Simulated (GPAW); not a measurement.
# PbSe (Clausthalite) (Fm-3m) in GPAW: settings compared

Aim: see how the results for PbSe (Clausthalite) move with the level of theory and the settings. Levels: BLYP, PBE. Tasks: relaxation of cell and atoms, single point.

Everything below comes from runs of GPAW 26.7.0. Logs are shortened: lines on timing, memory, paths and dates and some standing lists are left out, and cuts for length are marked. The log counts tension as positive stress, the text compression.

**What was measured.**

A printed reference work, monograph reports, for a bulk crystal of PbSe: band gap 0.15 eV (direct) at 4.2 K; band gap 0.28 eV (direct) at 300 K.

The results are compared with them further down.

### 1 The structure

Symmetry: Fm-3m, No. 225, cubic system. Conventional cell: a = 6.121 Å, b = 6.121 Å, c = 6.121 Å, α = 90.00°, β = 90.00°, γ = 90.00°. Pb (site symmetry m-3m) is surrounded by 6 Se at 3.06 Å. Se (site symmetry m-3m) is surrounded by 6 Pb at 3.06 Å.

### 2 Relaxation of cell and atoms, BLYP

Input file run.py:

```python
from ase.filters import FrechetCellFilter
from ase.io import read, write
from ase.optimize import BFGS
from gpaw import GPAW, PW, setup_paths

setup_paths.insert(0, '.')

atoms = read('PbSe.xyz')

calc = GPAW(mode=PW(600),
            xc='BLYP',
            kpts={'size': (8, 8, 8), 'gamma': True},
            occupations={'name': 'fermi-dirac', 'width': 0.05},
            nbands=19,
            convergence={'density': 1e-05, 'forces': 0.0001},
            eigensolver='davidson',
            maxiter=150,
            txt='gpaw.txt')
atoms.calc = calc
opt = BFGS(FrechetCellFilter(atoms), trajectory='relax.traj', logfile='-')
done = opt.run(fmax=0.02, steps=100)
calc.write('gs.gpw')
write('result.traj', atoms)
print('Converged:', done)
print('Cell:', atoms.cell.cellpar().round(4))
print('Volume:', round(atoms.get_volume(), 4))
print(atoms.get_scaled_positions().round(5))
```

Input file PbSe.xyz:

```xyz
2
Lattice="0.0000000000 3.0606500000 3.0606500000 3.0606500000 0.0000000000 3.0606500000 3.0606500000 3.0606500000 0.0000000000" Properties=species:S:1:pos:R:3 pbc="T T T"
Pb     0.0000000000      0.0000000000      0.0000000000
Se     3.0606500000      3.0606500000      3.0606500000
```

Potentials or basis: PAW data sets generated in the run's folder for this functional, pw.

The run is started by

```
gpaw-setup -f BLYP Pb Se
OMP_NUM_THREADS=1 python run.py
```

gpaw.txt:

```text
__  _  _
 | _ |_)|_||  |
 |__||  | ||/\| - 26.7.0

Input parameters:
  mode=PW(ecut=600.0),
  convergence={'density': 1e-05, 'forces': 0.0001},
  eigensolver=Davidson(niter=2),
  kpts=MonkhorstPack(size=(8, 8, 8), gamma=True),
  maxiter=150,
  nbands=19,
  occupations=Occupations(name='fermi-dirac', width=0.05),
  xc=XC(name='BLYP')

Diagonalizing LCAO Hamiltonian
Converting LCAO to pw mode

                Se

       Pb

Atoms  # Å, Bohr magnetons
|   | symbol |        x |        y |        z |    initial magnetic moments |
|---|--------|----------|----------|----------|-----------------------------|
| 0 |     Pb | 0.000000 | 0.000000 | 0.000000 | ( 0.0000,  0.0000,  0.0000) |
| 1 |     Se | 3.060650 | 3.060650 | 3.060650 | ( 0.0000,  0.0000,  0.0000) |

Unit cell  # Å
| periodic |        x |        y |        z |  lengths |    angles |
|----------|----------|----------|----------|----------|-----------|
|      yes | 0.000000 | 3.060650 | 3.060650 | 4.328413 | 60.000000 |
|      yes | 3.060650 | 0.000000 | 3.060650 | 4.328413 | 60.000000 |
|      yes | 3.060650 | 3.060650 | 0.000000 | 4.328413 | 60.000000 |

Number of symmetries: 48
Symmetry operations  # r_c * U_cc + t_c -> r_c
|    | kind |            matrix            |
|----|------|------------------------------|
|  0 |  σ   |  1, 0, 0,  1, 0,-1,  1,-1, 0 |
|  1 |  C2  |  1, 0, 0,  1,-1, 0,  1, 0,-1 |
|  2 |  E   |  1, 0, 0,  0, 1, 0,  0, 0, 1 |
|  3 |  σ   |  1, 0, 0,  0, 0, 1,  0, 1, 0 |
|  4 |  C4  |  1, 0,-1,  1, 0, 0,  1,-1, 0 |
|  5 |  S6  |  1, 0,-1,  1,-1, 0,  1, 0, 0 |
|  6 |  σ   |  1, 0,-1,  0, 1,-1,  0, 0,-1 |
|  7 |  C3  |  1, 0,-1,  0, 0,-1,  0, 1,-1 |
|  8 |  S6  |  1,-1, 0,  1, 0, 0,  1, 0,-1 |
|  9 |  C4  |  1,-1, 0,  1, 0,-1,  1, 0, 0 |
| 10 |  C3  |  1,-1, 0,  0,-1, 1,  0,-1, 0 |
| 11 |  σ   |  1,-1, 0,  0,-1, 0,  0,-1, 1 |
| 12 |  σ   |  0, 1, 0,  1, 0, 0,  0, 0, 1 |
| 13 |  C4  |  0, 1, 0,  0, 1,-1, -1, 1, 0 |
[... 160 lines left out ...]
convergence criteria:
- Maximum integral of absolute [dens]ity change: 1e-05 electrons / valence electron
- Maximum change in the atomic [forces] across last 2 cycles: 0.0001 eV/Ang OR
Maximum error relative to the maximum force is below inf
- Maximum [total energy] change in last 3 cyles: 0.0005 eV / valence electron
- Maximum integral of absolute [eigenst]ate change: 4e-08 eV^2 / valence electron
maximum number of iterations: 150

SCF iterations
|iter     | |      energy | eigst |  dens |force |
|---------|-|-------------|-------|-------|------|
|iter:   1| |   -7.576361 | -0.30 |       |      |
|iter:   2| |   -7.495506 | -1.63 | -1.17 |      |
|iter:   3| |   -7.236678 | -1.80 | -1.22 |      |
|iter:   4| |   -7.238155 | -3.55 | -1.86 |      |
|iter:   5| |   -7.238882c| -4.16 | -2.20 |      |
|iter:   6| |   -7.238892c| -5.15 | -3.29 |      |
|iter:   7| |   -7.238896c| -6.38 | -3.75 |      |
|iter:   8| |   -7.238896c| -6.94 | -4.21 |      |
|iter:   9| |   -7.238896c| -7.69c| -4.94 |      |
|iter:  10| |   -7.238896c| -8.25c| -5.52c|      |
|iter:  11| |   -7.238896c| -8.97c| -6.37c|-22.41c|

Converged in 11 steps
Energy contributions relative to reference atoms: (reference = -633418.485990)

Energy contributions:
  Kinetic:          25.060055
  Coulomb:         -24.530803
  Zero:              0.070647
  External:          0.000000
  Xc:               -7.838710
  Entropy:          -0.000172
  Spinorbit:         0.000000
  ----------------------------
  Free energy:      -7.238982
  Extrapolated:     -7.238896
[... 32 lines left out ...]
Stress tensor  # eV/Ang^3
|         x |         y |         z |
|-----------|-----------|-----------|
| -0.035614 |  0.000000 |  0.000000 |
|  0.000000 | -0.035614 | -0.000000 |
|  0.000000 | -0.000000 | -0.035614 |

Forces  # eV/Ang
|       x |       y |        z |
|---------|---------|----------|
| 0.00000 | 0.00000 |  0.00000 |  # Pb   0
| 0.00000 | 0.00000 | -0.00000 |  # Se   1

Interpolating wave functions to new cell

                Se

       Pb

Atoms  # Å, Bohr magnetons
|   | symbol |        x |        y |        z |    initial magnetic moments |
|---|--------|----------|----------|----------|-----------------------------|
| 0 |     Pb | 0.000000 | 0.000000 | 0.000000 | ( 0.0000,  0.0000,  0.0000) |
| 1 |     Se | 3.083054 | 3.083054 | 3.083054 | ( 0.0000,  0.0000,  0.0000) |

Unit cell  # Å
| periodic |        x |        y |        z |  lengths |    angles |
|----------|----------|----------|----------|----------|-----------|
|      yes | 0.000000 | 3.083054 | 3.083054 | 4.360097 | 60.000000 |
|      yes | 3.083054 | 0.000000 | 3.083054 | 4.360097 | 60.000000 |
|      yes | 3.083054 | 3.083054 | 0.000000 | 4.360097 | 60.000000 |

Number of symmetries: 48
Symmetry operations  # r_c * U_cc + t_c -> r_c
|    | kind |            matrix            |
|----|------|------------------------------|
|  0 |  σ   |  1, 0, 0,  1, 0,-1,  1,-1, 0 |
|  1 |  C2  |  1, 0, 0,  1,-1, 0,  1, 0,-1 |
|  2 |  E   |  1, 0, 0,  0, 1, 0,  0, 0, 1 |
|  3 |  σ   |  1, 0, 0,  0, 0, 1,  0, 1, 0 |
|  4 |  C4  |  1, 0,-1,  1, 0, 0,  1,-1, 0 |
|  5 |  S6  |  1, 0,-1,  1,-1, 0,  1, 0, 0 |
|  6 |  σ   |  1, 0,-1,  0, 1,-1,  0, 0,-1 |
|  7 |  C3  |  1, 0,-1,  0, 0,-1,  0, 1,-1 |
|  8 |  S6  |  1,-1, 0,  1, 0, 0,  1, 0,-1 |
|  9 |  C4  |  1,-1, 0,  1, 0,-1,  1, 0, 0 |
| 10 |  C3  |  1,-1, 0,  0,-1, 1,  0,-1, 0 |
| 11 |  σ   |  1,-1, 0,  0,-1, 0,  0,-1, 1 |
| 12 |  σ   |  0, 1, 0,  1, 0, 0,  0, 0, 1 |
| 13 |  C4  |  0, 1, 0,  0, 1,-1, -1, 1, 0 |
[... 168 lines left out ...]
SCF iterations
|iter     | |      energy | eigst |  dens |force |
|---------|-|-------------|-------|-------|------|
|iter:   1| |   -7.315281 |       |       |      |
|iter:   2| |   -7.309572 | -3.29 | -1.77 |      |
|iter:   3| |   -7.279475 | -2.46 | -1.80 |      |
|iter:   4| |   -7.278350 | -3.98 | -2.46 |      |
|iter:   5| |   -7.278638c| -4.00 | -2.83 |      |
|iter:   6| |   -7.278730c| -4.27 | -3.17 |      |
|iter:   7| |   -7.278740c| -5.29 | -3.91 |      |
|iter:   8| |   -7.278744c| -5.77 | -4.34 |      |
|iter:   9| |   -7.278744c| -6.93 | -4.92 |      |
|iter:  10| |   -7.278744c| -7.02 | -5.23c|      |
|iter:  11| |   -7.278744c| -8.82c| -5.38c|      |
|iter:  12| |   -7.278744c| -9.81c| -6.16c|-23.61c|

Converged in 12 steps
Energy contributions relative to reference atoms: (reference = -633418.485990)

Energy contributions:
  Kinetic:          23.100763
  Coulomb:         -22.915611
  Zero:              0.068402
  External:          0.000000
  Xc:               -7.532247
  Entropy:          -0.000104
  Spinorbit:         0.000000
  ----------------------------
  Free energy:      -7.278796
  Extrapolated:     -7.278744
[... 32 lines left out ...]
Stress tensor  # eV/Ang^3
|         x |         y |         z |
|-----------|-----------|-----------|
| -0.027222 |  0.000000 |  0.000000 |
|  0.000000 | -0.027222 | -0.000000 |
|  0.000000 | -0.000000 | -0.027222 |

Forces  # eV/Ang
|       x |        y |        z |
|---------|----------|----------|
| 0.00000 | -0.00000 | -0.00000 |  # Pb   0
| 0.00000 |  0.00000 | -0.00000 |  # Se   1

Interpolating wave functions to new cell

                 Se

       Pb

Atoms  # Å, Bohr magnetons
|   | symbol |        x |        y |         z |    initial magnetic moments |
|---|--------|----------|----------|-----------|-----------------------------|
| 0 |     Pb | 0.000000 | 0.000000 | -0.000000 | ( 0.0000,  0.0000,  0.0000) |
| 1 |     Se | 3.164432 | 3.164432 |  3.164432 | ( 0.0000,  0.0000,  0.0000) |

Unit cell  # Å
| periodic |         x |        y |         z |  lengths |    angles |
|----------|-----------|----------|-----------|----------|-----------|
|      yes | -0.000000 | 3.164432 |  3.164432 | 4.475183 | 60.000000 |
|      yes |  3.164432 | 0.000000 |  3.164432 | 4.475183 | 60.000000 |
|      yes |  3.164432 | 3.164432 | -0.000000 | 4.475183 | 60.000000 |

Number of symmetries: 48
Symmetry operations  # r_c * U_cc + t_c -> r_c
|    | kind |            matrix            |
|----|------|------------------------------|
|  0 |  σ   |  1, 0, 0,  1, 0,-1,  1,-1, 0 |
|  1 |  C2  |  1, 0, 0,  1,-1, 0,  1, 0,-1 |
|  2 |  E   |  1, 0, 0,  0, 1, 0,  0, 0, 1 |
|  3 |  σ   |  1, 0, 0,  0, 0, 1,  0, 1, 0 |
|  4 |  C4  |  1, 0,-1,  1, 0, 0,  1,-1, 0 |
|  5 |  S6  |  1, 0,-1,  1,-1, 0,  1, 0, 0 |
|  6 |  σ   |  1, 0,-1,  0, 1,-1,  0, 0,-1 |
|  7 |  C3  |  1, 0,-1,  0, 0,-1,  0, 1,-1 |
|  8 |  S6  |  1,-1, 0,  1, 0, 0,  1, 0,-1 |
|  9 |  C4  |  1,-1, 0,  1, 0,-1,  1, 0, 0 |
| 10 |  C3  |  1,-1, 0,  0,-1, 1,  0,-1, 0 |
| 11 |  σ   |  1,-1, 0,  0,-1, 0,  0,-1, 1 |
| 12 |  σ   |  0, 1, 0,  1, 0, 0,  0, 0, 1 |
| 13 |  C4  |  0, 1, 0,  0, 1,-1, -1, 1, 0 |
[... 168 lines left out ...]
SCF iterations
|iter     | |      energy | eigst |  dens |force |
|---------|-|-------------|-------|-------|------|
|iter:   1| |   -7.811272 |       |       |      |
|iter:   2| |   -7.738699 | -2.09 | -1.21 |      |
|iter:   3| |   -7.352579 | -1.39 | -1.24 |      |
|iter:   4| |   -7.342412 | -2.96 | -1.94 |      |
|iter:   5| |   -7.346025 | -2.87 | -2.31 |      |
|iter:   6| |   -7.346747c| -3.27 | -2.64 |      |
|iter:   7| |   -7.346854c| -4.24 | -3.35 |      |
|iter:   8| |   -7.346885c| -4.71 | -3.80 |      |
|iter:   9| |   -7.346886c| -5.85 | -4.35 |      |
|iter:  10| |   -7.346888c| -5.98 | -4.68 |      |
|iter:  11| |   -7.346888c| -7.82c| -4.88 |      |
|iter:  12| |   -7.346888c| -8.36c| -5.60c|      |
|iter:  13| |   -7.346888c| -9.46c| -6.35c|-23.20c|

Converged in 13 steps
Energy contributions relative to reference atoms: (reference = -633418.485990)

Energy contributions:
  Kinetic:          16.801151
  Coulomb:         -17.700198
  Zero:              0.060642
  External:          0.000000
  Xc:               -6.508474
  Entropy:          -0.000021
  Spinorbit:         0.000000
  ----------------------------
  Free energy:      -7.346898
  Extrapolated:     -7.346888
[... 32 lines left out ...]
Stress tensor  # eV/Ang^3
|         x |         y |         z |
|-----------|-----------|-----------|
| -0.002760 | -0.000000 | -0.000000 |
| -0.000000 | -0.002760 |  0.000000 |
| -0.000000 |  0.000000 | -0.002760 |

Forces  # eV/Ang
|       x |        y |       z |
|---------|----------|---------|
| 0.00000 | -0.00000 | 0.00000 |  # Pb   0
| 0.00000 |  0.00000 | 0.00000 |  # Se   1

Interpolating wave functions to new cell

                 Se

       Pb

Atoms  # Å, Bohr magnetons
|   | symbol |        x |        y |         z |    initial magnetic moments |
|---|--------|----------|----------|-----------|-----------------------------|
| 0 |     Pb | 0.000000 | 0.000000 | -0.000000 | ( 0.0000,  0.0000,  0.0000) |
| 1 |     Se | 3.174598 | 3.174598 |  3.174598 | ( 0.0000,  0.0000,  0.0000) |

Unit cell  # Å
| periodic |         x |        y |        z |  lengths |    angles |
|----------|-----------|----------|----------|----------|-----------|
|      yes | -0.000000 | 3.174598 | 3.174598 | 4.489560 | 60.000000 |
|      yes |  3.174598 | 0.000000 | 3.174598 | 4.489560 | 60.000000 |
|      yes |  3.174598 | 3.174598 | 0.000000 | 4.489560 | 60.000000 |

Number of symmetries: 48
Symmetry operations  # r_c * U_cc + t_c -> r_c
|    | kind |            matrix            |
|----|------|------------------------------|
|  0 |  σ   |  1, 0, 0,  1, 0,-1,  1,-1, 0 |
|  1 |  C2  |  1, 0, 0,  1,-1, 0,  1, 0,-1 |
|  2 |  E   |  1, 0, 0,  0, 1, 0,  0, 0, 1 |
|  3 |  σ   |  1, 0, 0,  0, 0, 1,  0, 1, 0 |
|  4 |  C4  |  1, 0,-1,  1, 0, 0,  1,-1, 0 |
|  5 |  S6  |  1, 0,-1,  1,-1, 0,  1, 0, 0 |
|  6 |  σ   |  1, 0,-1,  0, 1,-1,  0, 0,-1 |
|  7 |  C3  |  1, 0,-1,  0, 0,-1,  0, 1,-1 |
|  8 |  S6  |  1,-1, 0,  1, 0, 0,  1, 0,-1 |
|  9 |  C4  |  1,-1, 0,  1, 0,-1,  1, 0, 0 |
| 10 |  C3  |  1,-1, 0,  0,-1, 1,  0,-1, 0 |
| 11 |  σ   |  1,-1, 0,  0,-1, 0,  0,-1, 1 |
| 12 |  σ   |  0, 1, 0,  1, 0, 0,  0, 0, 1 |
| 13 |  C4  |  0, 1, 0,  0, 1,-1, -1, 1, 0 |
[... 228 lines left out ...]
Stress tensor  # eV/Ang^3
|         x |         y |         z |
|-----------|-----------|-----------|
| -0.000272 |  0.000000 |  0.000000 |
|  0.000000 | -0.000272 |  0.000000 |
|  0.000000 |  0.000000 | -0.000272 |

Forces  # eV/Ang
|        x |        y |        z |
|----------|----------|----------|
| -0.00000 | -0.00000 | -0.00000 |  # Pb   0
|  0.00000 | -0.00000 | -0.00000 |  # Se   1

# Writing to gs.gpw (mode='')
```

Run time: 69 s. Hardware: 1 thread of Arm Neoverse V2, shared host; peak memory 0.24 GiB.

What came out:

* Free energy: -7.3478 eV
* Relaxed volume: 31.99 Å³/atom
* Relaxed cell: a = 4.490 Å, b = 4.490 Å, c = 4.490 Å, α = 60.00°, β = 60.00°, γ = 60.00°
* Space group after relaxing (to 0.05 Å): Fm-3m (No. 225)
* Energy gained by relaxing: 54.5 meV/atom
* Ionic steps: 4
* Pressure after relaxing: 0.0 GPa
* Band gap on the k mesh: 0.65 eV, direct

Step by step:
```csv
step,energy change (eV),largest force (eV/Å),pressure (GPa),volume (Å³)
1,0.0000,0.0000,5.71,57.34
2,-0.0398,0.0000,4.36,58.61
3,-0.1080,0.0000,0.44,63.37
4,-0.1089,0.0000,0.04,63.99
```

Final structure:
```
Pb Se
1.0
     0.00000    3.17460    3.17460
     3.17460    0.00000    3.17460
     3.17460    3.17460    0.00000
Pb Se
1 1
Cartesian
  0.0000 0.0000 0.0000
  3.1746 3.1746 3.1746
```

Levels at points of the mesh, in eV from the valence-band top:
| k point | band 6 | band 7 | band 8 | band 9 | band 10 | band 11 | band 12 | band 13 | band 14 | band 15 |
| --- | --- | --- | --- | --- | --- | --- | --- | --- | --- | --- |
| (0.00, 0.00, 0.00) | -12.70 | -6.51 | -1.35 | -1.35 | -1.35 | 4.38 | 4.38 | 4.38 | 7.01 | 7.01 |
| (0.50, 0.50, 0.00) | -11.67 | -7.26 | -3.98 | -2.50 | -2.50 | 4.51 | 5.13 | 5.13 | 5.58 | 11.11 |
| (0.50, 0.50, 0.50) | -11.89 | -8.24 | -0.99 | -0.99 | 0.00 | 0.65 | 1.90 | 1.90 | 8.79 | 10.17 |

Caveat: later steps reuse the first step's grids; spin-orbit coupling is left out, which as a rule narrows the gap of such compounds by several tenths of an eV; the volume moved by +12 % from the deposited cell, more than functionals usually miss.

### 3 Single point, PBE

Input file run.py:

```python
from ase.dft.bandgap import bandgap
from ase.io import read, write
from ase.units import GPa
from gpaw import GPAW, PW

atoms = read('POSCAR')

calc = GPAW(mode=PW(600),
            xc='PBE',
            kpts={'size': (8, 8, 8), 'gamma': True},
            occupations={'name': 'methfessel-paxton', 'order': 0, 'width': 0.012},
            nbands=19,
            convergence={'density': 1e-05, 'energy': 1e-05},
            maxiter=150,
            txt='gpaw.txt')
atoms.calc = calc
energy = atoms.get_potential_energy()
forces = atoms.get_forces()
stress = atoms.get_stress()
calc.write('gs.gpw')
write('result.traj', atoms)
print(f'Energy: {energy:.6f} eV')
print('Forces (eV/A):')
print(forces.round(4))
print('Stress (GPa):', (stress / GPa).round(3))
print('Fermi level:', round(calc.get_fermi_level(), 4), 'eV')
print(f'Gap: {bandgap(calc)[0]:.4f} eV, direct: {bandgap(calc, direct=True)[0]:.4f} eV')
```

Input file POSCAR:

```
PbSe
1.0
    0.0000000000      3.0606500000      3.0606500000
    3.0606500000      0.0000000000      3.0606500000
    3.0606500000      3.0606500000      0.0000000000
Pb Se
1 1
Direct
    0.0000000000      0.0000000000      0.0000000000
    0.5000000000      0.5000000000      0.5000000000
```

Potentials or basis: GPAW PAW data sets (gpaw-data 1.2.1), pw.

The run is started by

```
OMP_NUM_THREADS=1 python run.py
```

Wall time 14 s (1 thread of Arm Neoverse V2, shared host); peak memory 0.17 GiB.

The run converged. Its results:

| Property | Result |
| --- | --- |
| Free energy | -8.3996 eV |
| Pressure | 2.2 GPa |
| Band gap on the k mesh | 0.24 eV, direct |

Levels at points of the mesh, in eV from the valence-band top:
```csv
k point,band 8,band 9,band 10,band 11,band 12,band 13
"(0.00, 0.00, 0.00)",-1.93,-1.93,-1.93,4.65,4.65,4.65
"(0.50, 0.50, 0.00)",-5.03,-3.28,-3.28,3.66,5.55,5.55
"(0.50, 0.50, 0.50)",-1.51,-1.51,0.00,0.24,1.63,1.63
```

Caveat: spin-orbit coupling is left out, which as a rule narrows the gap of such compounds by several tenths of an eV.

### 4 Single point, PBE

run.py, as its differences from that of step 3:

```diff
@@ -10,3 +10,3 @@
             kpts={'size': (8, 8, 8), 'gamma': True},
-            occupations={'name': 'methfessel-paxton', 'order': 0, 'width': 0.012},
+            occupations={'name': 'methfessel-paxton', 'order': 0, 'width': 0.013000000000000001},
             nbands=19,
```

POSCAR is that of step 3.

The run is started by

```
OMP_NUM_THREADS=1 python run.py
```

Run time: 14 s. Hardware: 1 thread of Arm Neoverse V2, shared host; peak memory 0.17 GiB.

Results (log left out):

```yaml
Free_energy: -8.3996 eV
Pressure: 2.2 GPa
Band_gap_on_the_k_mesh: 0.24 eV, direct
```

Levels at points of the mesh, in eV from the valence-band top:
```csv
k point,band 6,band 7,band 8,band 9,band 10,band 11,band 12,band 13,band 14,band 15
"(0.00, 0.00, 0.00)",-13.62,-6.27,-1.93,-1.93,-1.93,4.65,4.65,4.65,6.49,6.49
"(0.50, 0.50, 0.00)",-12.19,-7.34,-5.03,-3.28,-3.28,3.66,5.55,5.55,5.99,11.28
"(0.50, 0.50, 0.50)",-12.56,-8.78,-1.51,-1.51,0.00,0.24,1.63,1.63,8.52,10.15
```

Caveat: spin-orbit coupling is left out, which as a rule narrows the gap of such compounds by several tenths of an eV.

[end of part 1 of 3]
